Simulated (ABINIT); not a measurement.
Input of an ABINIT 10.8.3 (patched build) run:

run.abi

```
# Datasets: one volume each
ndtset 7
getwfk -1
scalecart1 3*0.9795861087
scalecart2 3*0.9864848297
scalecart3 3*0.9932883884
scalecart4 3*1.0000000000
scalecart5 3*1.0066227096
scalecart6 3*1.0131594038
scalecart7 3*1.0196128224

# Pseudopotentials
pp_dirpath "./"
pseudos "Mo.GGA_PBE-JTH.xml"

# Structure
acell 2.7432376088 2.7432376088 2.7432376088 Angstrom
rprim
    -0.5773502692     0.5773502692     0.5773502692
     0.5773502692    -0.5773502692     0.5773502692
     0.5773502692     0.5773502692    -0.5773502692
ntypat 1
znucl 42
natom 1
typat 1
xred
     0.0000000000     0.0000000000     0.0000000000

# Plane-wave basis
ecut 408.170794 eV
pawecutdg 30.0

# k points
kptopt 1
ngkpt 12 12 12
nshiftk 1
shiftk 0.0 0.0 0.0

# Exchange and correlation
ixc 15

# Bands and occupations
nband 11
occopt 3
tsmear 0.05 eV

# SCF cycle
nstep 100
tolvrs 1.0e-9

# Output
iomode 3
prtwf 1
prtden 0
prteig 0
prtebands 0
enunit 1
```

Potentials or basis: JTH PAW PBE v2.0.

Command:

```console
$ abinit run.abi > log 2>&1
```

**Question.** Predict the bulk modulus.

**Answer.** 252 GPa.

**Question.** Predict the equilibrium volume.

**Answer.** 15.99 Å³/atom.

**Question.** Predict the pressure derivative of the bulk modulus.

**Answer.** 4.6.

Energy against volume, from the lowest point:
| volume (Å³/atom) | energy (meV/atom) |
| --- | --- |
| 14.938 | 61.29 |
| 15.256 | 28.52 |
| 15.574 | 8.51 |
| 15.892 | 0.00 |
| 16.209 | 1.83 |
| 16.527 | 12.91 |
| 16.845 | 32.07 |

Caveat: pressures at fixed basis lie under the slope of the energies; the PAW data sets were made with another functional, which shifts forces and pressure a little.
